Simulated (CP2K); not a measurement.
Crystal: GaP.

```xyz
2
Lattice="3.8541 0.0000 0.0000 1.9270 3.3377 0.0000 1.9270 1.1126 3.1468" Properties=species:S:1:pos:R:3 pbc="T T T"
Ga    0.0000    0.0000    0.0000
P     5.7811    3.3377    2.3601
```

Program: CP2K 2026.2. Alike in all runs: task band structure; no spin polarisation; cell as given; k mesh 8 × 8 × 8.

Task: Order these runs on this cell by their band gap on the k mesh, lowest first.
A. level r2SCAN; potentials or basis POTENTIAL_UZH Ga GTH-SCAN-q13, P GTH-SCAN-q5; TZVP-MOLOPT-SCAN-GTH basis; smearing fermi-dirac 0.1 eV; EPS_DEFAULT 1.0E-9; MIXING BETA (1/bohr) 1.5 1/bohr; NGRIDS 4; REL_CUTOFF (Ry) 60 Ry; points a segment of the path (NPOINTS) 6
B. level LDA-Pade; potentials or basis GTH_POTENTIALS Ga GTH-PADE-q13, P GTH-PADE-q5; TZVP-MOLOPT-PBE-GTH basis; smearing fermi-dirac 0.05 eV; EPS_DEFAULT 1.0E-10; MIXING BETA (1/bohr) 1.5; NGRIDS 5; REL_CUTOFF (Ry) 60; points a segment of the path (NPOINTS) 8
C. level rPW86PBE; potentials or basis POTENTIAL_UZH Ga GTH-PBE-q13, P GTH-PBE-q5; TZVP-MOLOPT-PBE-GTH basis; smearing fermi-dirac 0.05 eV; EPS_DEFAULT 1.0E-10; MIXING BETA (1/bohr) 1.5; NGRIDS 5; REL_CUTOFF (Ry) 60; points a segment of the path (NPOINTS) 6

Result: B (1.49 eV), C (1.71 eV), A (1.94 eV).

Caveats: the basis of atomic orbitals isn't converged, which shifts pressures, moduli and gaps.

A k mesh can miss the band edges.

Not every run made on this cell is shown here.
